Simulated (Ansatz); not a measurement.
**Ag: frozen-core PAW against all-electron methods**

```yaml
crystal:
  lattice:
    - [-0.06129, 2.01245, 2.01245]
    - [2.01245, -0.06129, 2.01245]
    - [2.01245, 2.01245, -0.06129]
  atoms:
    - { symbol: Ag, position: [0.00000, 0.00000, 0.00000] }
```

The cell is COD entry 9008459, as deposited and not checked against the literature; nothing was relaxed. The listed cell was then made from it by scaling, straining or moving an atom.

Levels of theory: DFT, PBE, PAW with Ansatz's default frozen-core files, scalar-relativistic (Ansatz 0.2.0); DFT, PBE, all-electron PAW with datasets made for the crystal, scalar-relativistic (Ansatz 0.2.0); DFT, PBE, all-electron LAPW, scalar-relativistic (Ansatz 0.2.0).

For PAW: a Γ-centred 15×15×15 k mesh, Fermi–Dirac smearing of 0.05 eV, cutoff 420 eV, no spin polarisation. The crystal-made all-electron datasets (AE datasets) take a cutoff of 260 eV at this cell. LAPW targets a basis error of 1 meV/atom. The Ansatz runs share mesh, smearing and spin set-up. Plane-wave (PAW) pressures include the program's estimate of the Pulay term.

Stress and pressure are positive in compression.

The change that made this cell: equal xy, yz and zx engineering shear strains of -3 %.

| quantity | PAW | AE datasets | LAPW |
| --- | --- | --- | --- |
| pressure (GPa) | 4.97 | 4.95 | 4.95 |
| stress yz (GPa) | 1.15 | 1.15 | 1.15 |
| stress xz (GPa) | 1.15 | 1.15 | 1.15 |
| stress xy (GPa) | 1.15 | 1.15 | 1.15 |

PAW's pressure differs from the LAPW value by +0.02 GPa. Datasets made for the crystal and LAPW share parts of one code, so their agreement isn't an independent check.
